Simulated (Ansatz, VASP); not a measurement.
**Os in VASP and in Ansatz**

```
CELL_PARAMETERS angstrom
2.53075 0.00000 0.00000
0.00000 2.53075 0.00000
0.00000 0.00000 2.53075
ATOMIC_POSITIONS crystal
Os 0.00000 0.00000 0.00000
```

Alike in both runs: task single point; functional PBEsol; k mesh 14 × 14 × 14; occupations fermi-dirac, width 0.1 eV; no spin polarisation.

|  | VASP | Ansatz |
| --- | --- | --- |
| version | VASP 6.6.1 | Ansatz 0.2.0 |
| potentials or method | VASP PAW PBE potentials, release 64 (Os) | plane waves (420 eV) with PAW, scalar-relativistic |
| plane-wave cutoff (eV) | 520 | 420 |
| valence electrons in the cell | 8 | 16 |

```tsv
	VASP	Ansatz	Ansatz less VASP
pressure (GPa)	0.6	0.5	-0.12
```

The two sets of potentials don't hold the same shells in valence. Ansatz warned: «pseudo_functional_mismatch».

Caveats: the PAW data sets were made with another functional, which shifts forces and pressure a little (VASP). The runs have no spin-orbit coupling, so splittings on Os are missing.
